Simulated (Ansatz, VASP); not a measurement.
## HfSi3 in VASP and in Ansatz

File INCAR:

```
SYSTEM = HfSi3
  ALGO = Normal
  EDIFF = 1E-6
  ENCUT = 520
  GGA = PS
  ISIF = 2
  ISMEAR = 0
  LASPH = .TRUE.
  LCHARG = .FALSE.
  LREAL = .FALSE.
  LWAVE = .FALSE.
  NBANDS = 19
  NELM = 60
  PREC = Accurate
  SIGMA = 0.05
```

Contents of KPOINTS:

```
k-points
0
G
  8 8 8
  0 0 0
```

The input POSCAR:

```
HfSi3
1.0
    3.9560330583      0.0000000000      0.0000000000
    0.0000000000      3.9560330583      0.0000000000
    0.0000000000      0.0000000000      3.9560330583
Hf Si
1 3
Direct
    0.0000000000      0.0000000000      0.0000000000
    0.0000000000      0.5000000000      0.5000000000
    0.5000000000      0.5000000000      0.0000000000
    0.5000000000      0.0000000000      0.5000000000
```

Input for Ansatz:

```yaml
crystal:
  lattice:
    - [3.9560330583, 0.0, 0.0]
    - [0.0, 3.9560330583, 0.0]
    - [0.0, 0.0, 3.9560330583]
  atoms:
    - { symbol: Hf, position: [0.0, 0.0, 0.0] }
    - { symbol: Si, position: [0.0, 0.5, 0.5] }
    - { symbol: Si, position: [0.5, 0.5, 0.0] }
    - { symbol: Si, position: [0.5, 0.0, 0.5] }
basis:
  ecutwfc: 420
  ecutrho_ratio: 4
kpoints:
  mp_grid: { grid: [8, 8, 8] }
hamiltonian:
  xc: pbesol
scf:
  occupations: { method: gaussian, width: 0.05 }
output:
  forces: true
  stress: true
  eigenvalues: true
```

Alike in both runs: task single point; functional PBEsol; k mesh 8 × 8 × 8; occupations gaussian, width 0.05 eV; no spin polarisation.

|  | VASP | Ansatz |
| --- | --- | --- |
| version | VASP 6.6.1 | Ansatz 0.2.0 |
| potentials or method | VASP PAW PBE potentials, release 64 (Hf_pv, Si) | scalar-relativistic, plane waves, PAW |
| plane-wave cutoff (eV) | 520 | 420 |
| valence electrons in the cell | 22 | 38 |

|  | VASP | Ansatz | Ansatz less VASP |
| --- | --- | --- | --- |
| gap on the k mesh at the Fermi level (eV) | none | none | - |
| pressure (GPa) | -2.3 | -2.3 | +0.05 |

A gap of «none» marks a metal or a gap that the smearing closes. The two sets of potentials don't hold the same shells in valence.

Caveats: the PAW data sets were made with another functional, which shifts forces and pressure a little (VASP). The runs have no spin-orbit coupling, so splittings on Hf are missing.
